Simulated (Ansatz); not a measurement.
How far is this AlAs5 from the hull?

These are results of DFT PBE, scalar-relativistic, plane waves, PAW (Ansatz 0.2.0), not measurements. Settings: cutoff 420 eV, Γ-centred meshes spaced at most about 0.3 Å⁻¹, and about 0.25 Å⁻¹ or finer for metals (2π included), Gaussian smearing. No spin polarisation.

Energies over the elements count from the elements' standard structures at the same level, with no fitted energy shifts.

All energies are static (0 K, no zero-point motion). The reference form of As is held partly by dispersion forces, which this level lacks.

The competitors are the elements and 1 reference phase of this chemical system (from databases or known types: AlAs), relaxed at the same level; other known phases may be missing.

The candidate was reached from: RbAu5 type (P6/mmm).

```
Al As
1.0
     5.36377    0.00000    0.00000
    -2.68189    4.64516    0.00000
     0.00000    0.00000    5.13920
Al As
1 5
Direct
  0.00000 0.00000 0.00000
  0.33333 0.66667 0.00000
  0.66667 0.33333 0.00000
  0.50000 0.00000 0.50000
  0.50000 0.50000 0.50000
  0.00000 0.50000 0.50000
```

Question: Is it stable, and against what?

Answer: Not stable. Its formation energy is 0.516 eV/atom. The lowest competing mixture at this composition is this:

```csv
phase,space group,source,share of atoms,ΔE_f (eV/atom)
As,-,element,0.6667,-0.0005
AlAs,F-43m (No. 216),COD,0.3333,-0.487
```

The lowest database cell of As (-0.0005) lies slightly below the reference, hence the non-zero entry.

The mixture lies at -0.163 eV/atom, and the candidate lies 0.68 eV/atom above it. The candidate matches no cell in the subsets of the Crystallography Open Database and the Materials Project at hand. The margin is far too high for a likely synthesis. It has the CaCu5 type.
